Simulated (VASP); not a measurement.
# O (P6_3/mmc) in VASP: notebook

Runs on O. Level: LDA. Tasks: single point.

Program: VASP 6.6.1. These are calculated values, not measurements. Logs are shortened: lines on timing, memory, paths and dates and some standing lists are left out, and cuts for length are marked.

**1. The crystal as given**

Symmetry: P6_3/mmc, No. 194, hexagonal system. The conventional cell has a = 2.392 Å, b = 2.392 Å, c = 7.582 Å, α = 90.00°, β = 90.00°, γ = 120.00°. Around O (site symmetry 3m) lie 1 O at 1.19 Å.

**2. Single point, LDA**

The input, INCAR:

```
SYSTEM = O
  ALGO = Normal
  EDIFF = 1E-7
  ENCUT = 520
  ISIF = 2
  ISMEAR = -1
  LASPH = .TRUE.
  LCHARG = .FALSE.
  LREAL = .FALSE.
  LWAVE = .FALSE.
  NBANDS = 20
  NELM = 100
  PREC = Accurate
  SIGMA = 0.08
```

The input, KPOINTS:

```
k-points
0
G
  14 14 6
  0 0 0
```

The input, POSCAR:

```
O
1.0
    2.3923391767      0.0000000000      0.0000000000
   -1.1961695884      2.0718265015      0.0000000000
    0.0000000000      0.0000000000      7.5822762446
O
4
Direct
    0.3333333333      0.6666666667      0.1712365989
    0.6666666667      0.3333333333      0.6712365989
    0.3333333333      0.6666666667      0.3287634011
    0.6666666667      0.3333333333      0.8287634011
```

Potentials or basis: VASP PAW LDA potentials, release 64 (O).

Started as:

```sh
cat potpaw_LDA.64/O/POTCAR > POTCAR
mpirun -np 1 vasp_std > vasp.out
```

OUTCAR:

```text
SYSTEM = O
   EDIFF = 1E-7
   ENCUT = 520
   ISIF = 2
   ISMEAR = -1
   LASPH = .TRUE.
   LREAL = .FALSE.
   NELM = 100
   PREC = Accurate

 ion  position               nearest neighbor table
   1  0.333  0.667  0.171-   3 1.19
   2  0.667  0.333  0.671-   4 1.19
   3  0.333  0.667  0.329-   1 1.19
   4  0.667  0.333  0.829-   2 1.19

  LATTYP: Found a hexagonal cell.
 ALAT       =     2.3923391767
 C/A-ratio  =     3.1693985194

  Lattice vectors:

 A1 = (   2.3923391767,   0.0000000000,   0.0000000000)
 A2 = (  -1.1961695884,   2.0718265015,   0.0000000000)
 A3 = (   0.0000000000,   0.0000000000,   7.5822762446)

Analysis of symmetry for initial positions (statically):
=====================================================================
 Subroutine PRICEL returns:
 Original cell was already a primitive cell.

 Routine SETGRP: Setting up the symmetry group for a
 hexagonal supercell.

 Subroutine GETGRP returns: Found 24 space group operations
 (whereof 12 operations were pure point group operations)
 out of a pool of 24 trial point group operations.

The static configuration has the point symmetry D_3d.
 The point group associated with its full space group is D_6h.

Analysis of symmetry for dynamics (positions and initial velocities):
=====================================================================
 Subroutine PRICEL returns:
 Original cell was already a primitive cell.

 Routine SETGRP: Setting up the symmetry group for a
 hexagonal supercell.

 Subroutine GETGRP returns: Found 24 space group operations
 (whereof 12 operations were pure point group operations)
 out of a pool of 24 trial point group operations.

The dynamic configuration has the point symmetry D_3d.
 The point group associated with its full space group is D_6h.

 Subroutine INISYM returns: Found 24 space group operations
 (whereof 12 operations are pure point group operations),
 and found     1 'primitive' translations

----------------------------------------------------------------------------------------

                                     Primitive cell

  volume of cell :      37.5816

  direct lattice vectors                    reciprocal lattice vectors
     2.392339177  0.000000000  0.000000000     0.418000930  0.241332949  0.000000000
    -1.196169588  2.071826501  0.000000000     0.000000000  0.482665899  0.000000000
     0.000000000  0.000000000  7.582276245     0.000000000  0.000000000  0.131886516

  length of vectors
     2.392339177  2.392339177  7.582276245     0.482665899  0.482665899  0.131886516

  position of ions in fractional coordinates (direct lattice)
     0.333333333  0.666666667  0.171236599
     0.666666667  0.333333333  0.671236599
     0.333333333  0.666666667  0.328763401
     0.666666667  0.333333333  0.828763401

  ion indices of the primitive-cell ions
   primitive index   ion index
                 1           1
                 2           2
                 3           3
                 4           4

----------------------------------------------------------------------------------------

 KPOINTS: k-points

Automatic generation of k-mesh.
 Grid dimensions read from file:
 generate k-points for:   14   14    6

 Generating k-lattice:

  Cartesian coordinates                     Fractional coordinates (reciprocal lattice)
     0.029857209  0.017238068  0.000000000     0.071428571  0.000000000  0.000000000
     0.000000000  0.034476136  0.000000000     0.000000000  0.071428571  0.000000000
     0.000000000  0.000000000  0.021981086     0.000000000  0.000000000  0.166666667

  Length of vectors
     0.034476136  0.034476136  0.021981086

  Shift w.r.t. Gamma in fractional coordinates (k-lattice)
     0.000000000  0.000000000  0.000000000

 Subroutine IBZKPT returns following result:
 ===========================================

 Found     96 irreducible k-points:

 Following reciprocal coordinates:
            Coordinates               Weight
  0.000000  0.000000  0.000000      1.000000
  0.071429  0.000000  0.000000      6.000000
  0.142857  0.000000  0.000000      6.000000
  0.214286  0.000000  0.000000      6.000000
  0.285714  0.000000  0.000000      6.000000
  0.357143  0.000000  0.000000      6.000000
[... 16 lines left out ...]
  0.285714  0.285714  0.000000      6.000000
  0.357143  0.285714  0.000000      6.000000
 [... further k-points ...]
   k-points           NKPTS =     96   k-points in BZ     NKDIM =     96   number of bands    NBANDS=     20
   number of dos      NEDOS =    301   number of ions     NIONS =      4
   total plane-waves  NPLWV =  18144
   dimension x,y,z NGX =    18 NGY =   18 NGZ =   56
   dimension x,y,z NGXF=    36 NGYF=   36 NGZF=  112
   ions per type =               4
   NGX,Y,Z   is equivalent  to a cutoff of  12.51, 12.51, 12.28 a.u.
   NGXF,Y,Z  is equivalent  to a cutoff of  25.02, 25.02, 24.56 a.u.
 SYSTEM =  O
   PREC   = accura    normal or accurate (medium, high low for compatibility)
   ISTART =      0    job   : 0-new  1-cont  2-samecut
   ICHARG =      2    charge: 1-file 2-atom 10-const
   ISPIN  =      1    spin polarized calculation?
   LNONCOLLINEAR =      F non collinear calculations
   LSORBIT =      F    spin-orbit coupling
   LASPH  =      T    aspherical Exc in radial PAW
   ENCUT  =  520.0 eV  38.22 Ry    6.18 a.u.   4.45  4.45 14.10*2*pi/ulx,y,z
   NELM   =    100;   NELMIN=  2; NELMDL= -5     # of ELM steps
   EDIFF  = 0.1E-06   stopping-criterion for ELM
   LREAL  =      F    real-space projection
   EDIFFG = 0.1E-05   stopping-criterion for IOM
   NSW    =      0    number of steps for IOM
   IBRION =     -1    ionic relax: 0-MD 1-quasi-New 2-CG
   NFREE  =      0    steps in history (QN), initial steepest desc. (CG)
   ISIF   =      2    stress and relaxation
   ISYM   =      2    0-nonsym 1-usesym 2-fastsym
   POTIM  = 0.5000    time-step for ionic-motion
   TEBEG  =    0.0;   TEEND  =   0.0 temperature during run
   PSTRESS=    0.0 pullay stress
   NELECT =      24.0000    total number of electrons
   NUPDOWN=      -1.0000    fix difference up-down
   EMIN   =  10.00;   EMAX   =-10.00  energy-range for DOS
   EFERMI =   0.00;   METHOD = LEGACY
   ISMEAR =    -1;   SIGMA  =   0.08  broadening in eV -4-tet -1-fermi 0-gaus
   EFERMI_NEDOS =   21; number of points for ismear=-14 and -15
   IALGO  =     38    algorithm
   IMIX   =      4    mixing-type and parameters
     AMIX     =   0.40;   BMIX     =  1.00
     AMIX_MAG =   1.60;   BMIX_MAG =  1.00
  volume/ion in A,a.u.               =       9.40        63.40
  Fermi-wavevector in a.u.,A,eV,Ry     =   1.409786  2.664110 27.041550  1.987498
  Thomas-Fermi vector in A             =   2.531807
   LORBIT       =      0    0 simple, 1 ext, 2 COOP (PROOUT), +10 PAW based schemes
   GGA     = CA    functional components
   LHFCALC =     F    Hartree Fock is set to
   AEXX    =    0.0000 exact exchange contribution
   IVDW    =     0    specifies the selected vdW correction
   LEPSILON=     F    determine dielectric tensor
   LRPA    =     F    only Hartree local field effects (RPA)
 non-spin polarized calculation
  energy-cutoff  :      520.00
  volume of cell :       37.58
 maximum number of plane-waves:      1042
 NGX is ok and might be reduce to    18
   NGX =  9   NGY =  9   NGZ = 29

 number of electron      23.9999994 magnetization

 Free energy of the ion-electron system (eV)
  ---------------------------------------------------
  ext. energy  EPLUGINS =         0.00000000
  ---------------------------------------------------
  free energy    TOTEN  =       -22.05412434 eV

  energy without entropy =      -22.02699249  energy(sigma->0) =      -22.04055841

 E-fermi :   1.8882     XC(G=0): -11.1169

 val. band max:        1.8714603992   @ k =   0.2857   0.2143   0.0000
 cond. band min:       1.8981388731   @ k =   0.2143   0.0000   0.5000
 fundamental gap:      0.0266784739
 Fermi energy:         1.8881712400

 k-point     1 :       0.0000    0.0000    0.0000
  band No.  band energies     occupation
      1     -26.6996      2.00000
      2     -26.6533      2.00000
      3     -13.9128      2.00000
      4     -13.0888      2.00000
      5      -7.8056      2.00000
      6      -6.1805      2.00000
[... 12 lines left out ...]
     19      14.0803      0.00000
     20      16.3698      0.00000

 k-point     2 :       0.0714    0.0000    0.0000
  band No.  band energies     occupation
      1     -26.6393      2.00000
      2     -26.5939      2.00000
      3     -13.8247      2.00000
      4     -13.0137      2.00000
      5      -7.7688      2.00000
      6      -6.1892      2.00000
[... 12 lines left out ...]
     19      14.3999      0.00000
     20      16.4465      0.00000

 k-point     3 :       0.1429    0.0000    0.0000
  band No.  band energies     occupation
      1     -26.4662      2.00000
      2     -26.4237      2.00000
      3     -13.5677      2.00000
      4     -12.7963      2.00000
      5      -7.6797      2.00000
      6      -6.2535      2.00000
[... 12 lines left out ...]
     19      15.2858      0.00000
     20      16.6427      0.00000

 k-point     4 :       0.2143    0.0000    0.0000
  band No.  band energies     occupation
      1     -26.2053      2.00000
      2     -26.1679      2.00000
      3     -13.1676      2.00000
      4     -12.4641      2.00000
      5      -7.6160      2.00000
      6      -6.5119      2.00000
[... 429 lines left out ...]
 k-point    23 :       0.2857    0.2857    0.0000
  band No.  band energies     occupation
      1     -25.1839      2.00000
      2     -25.1763      2.00000
      3     -11.3410      2.00000
      4     -11.1737      2.00000
      5      -7.7257      2.00000
      6      -7.5752      2.00000
[... 12 lines left out ...]
     19      18.5853      0.00000
     20      19.0388      0.00000

 k-point    24 :       0.3571    0.2857    0.0000
  band No.  band energies     occupation
      1     -25.1336      2.00000
      2     -25.1305      2.00000
      3     -11.2097      2.00000
      4     -11.1431      2.00000
      5      -7.4874      2.00000
      6      -7.4111      2.00000
[... 12 lines left out ...]
     19      18.6202      0.00000
     20      18.8940      0.00000

 [... further k-points ...]

------------------------ aborting loop because EDIFF is reached ----------------------------------------

  FORCE on cell =-STRESS in cart. coord.  units (eV):
  Direction    XX          YY          ZZ          XY          YZ          ZX
  --------------------------------------------------------------------------------------
  -------------------------------------------------------------------------------------
  Total       -0.0594310     -0.0594310      4.3921669      0.0000000      0.0000000      0.0000000
  in kB       -2.5336571     -2.5336571    187.2464861      0.0000000      0.0000000      0.0000000
  external PRESSURE =      60.7263907 kB  Pullay stress =       0.0000000 kB

 VOLUME and BASIS-vectors are now :
 -----------------------------------------------------------------------------
  energy-cutoff  :      520.00
  volume of cell :       37.58
      direct lattice vectors                 reciprocal lattice vectors
     2.392339177  0.000000000  0.000000000     0.418000930  0.241332949  0.000000000
    -1.196169588  2.071826501  0.000000000     0.000000000  0.482665899  0.000000000
     0.000000000  0.000000000  7.582276245     0.000000000  0.000000000  0.131886516

 POSITION                                       TOTAL-FORCE (eV/Angst)
 -----------------------------------------------------------------------------------
     -0.00000      1.38122      1.29836         0.000000      0.000000     -1.901715
      1.19617      0.69061      5.08950        -0.000000     -0.000000     -1.901715
     -0.00000      1.38122      2.49277        -0.000000      0.000000      1.901715
      1.19617      0.69061      6.28391         0.000000     -0.000000      1.901715
 -----------------------------------------------------------------------------------
    total drift:                               -0.000000      0.000000      0.000000

  FREE ENERGIE OF THE ION-ELECTRON SYSTEM (eV)
  ---------------------------------------------------
  free  energy   TOTEN  =       -22.0541243379 eV

  energy  without entropy=      -22.0269924884  energy(sigma->0) =      -22.04055841
```

It took 67 s on 1 thread of Intel Xeon Platinum 8488C (Sapphire Rapids), shared host; peak memory 0.16 GiB.

Results:

```yaml
Free_energy: -22.0541 eV
Pressure: 6.1 GPa
Largest_force: 1.902 eV/Å
Band_gap_on_the_k_mesh: none (metal or under the smearing width)
```

Forces on the atoms (eV/Å):
```
O    0.000  0.000 -1.902
O    0.000  0.000 -1.902
O    0.000  0.000  1.902
O    0.000  0.000  1.902
```

Levels at points of the mesh, in eV from the Fermi level:
```tsv
k point	band 9	band 10	band 11	band 12	band 13	band 14	band 15	band 16
(0.00, 0.00, 0.00)	-5.10	-5.10	1.63	1.63	1.68	1.68	6.15	10.82
(0.50, 0.00, 0.00)	-6.21	-6.15	-2.83	-2.49	0.75	0.92	9.82	10.69
(0.00, 0.00, 0.50)	-5.11	-5.11	1.65	1.65	1.65	1.65	7.72	7.72
(0.50, 0.00, 0.50)	-6.18	-6.18	-2.63	-2.63	0.83	0.83	10.06	10.06
```

Caveat: the standard files for N, O and F lose accuracy on very short bonds; spin is off for a triplet molecule; forces of over 1 eV/Å show positions far from the minimum, so gaps and moduli don't describe the material at rest.

**3. Single point, LDA**

The input, INCAR:

```
PREC = Accurate
ENCUT = 520
EDIFF = 1E-6
ISMEAR = -1
SIGMA = 0.08
LREAL = F
LASPH = T
NELM = 100
ALGO = Normal
ISIF = 2
LWAVE = F
LCHARG = F
NBANDS = 20
```

The input, KPOINTS:

```
Automatic mesh
0
Gamma
  14 14 6
```

POSCAR is that of step 2.

Potentials or basis: VASP PAW LDA potentials, release 64 (O).

Started as:

```sh
cat potpaw_LDA.64/O/POTCAR > POTCAR
mpirun -np 1 vasp_std > vasp.out
```

Wall time 73 s (1 thread of Intel Xeon Platinum 8488C (Sapphire Rapids), shared host); peak memory 0.16 GiB.

The run converged. Its results:

* Free energy: -22.0541 eV
* Pressure: 6.1 GPa
* Largest force: 1.902 eV/Å
* Band gap on the k mesh: none (metal or under the smearing width)

Forces on the atoms (eV/Å):
```
O    0.000  0.000 -1.902
O    0.000  0.000 -1.902
O    0.000  0.000  1.902
O    0.000  0.000  1.902
```

Stress tensor (GPa, compression positive):
```
-0.25  0.00  0.00
 0.00 -0.25  0.00
 0.00  0.00 18.73
```

Levels at points of the mesh, in eV from the Fermi level:
```
           k point  band 8  band 9  band 10  band 11  band 12  band 13  band 14  band 15  band 16  band 17
(0.00, 0.00, 0.00)   -5.12   -5.10    -5.10     1.63     1.63     1.68     1.68     6.15    10.82    11.09
(0.50, 0.00, 0.00)   -7.01   -6.21    -6.15    -2.83    -2.49     0.75     0.92     9.82    10.69    13.48
(0.00, 0.00, 0.50)   -5.11   -5.11    -5.11     1.65     1.65     1.65     1.65     7.72     7.72    11.88
(0.50, 0.00, 0.50)   -7.26   -6.18    -6.18    -2.63    -2.63     0.83     0.83    10.06    10.06    14.23
```

Caveat: the standard files for N, O and F lose accuracy on very short bonds; spin is off for a triplet molecule; forces of over 1 eV/Å show positions far from the minimum, so gaps and moduli don't describe the material at rest.
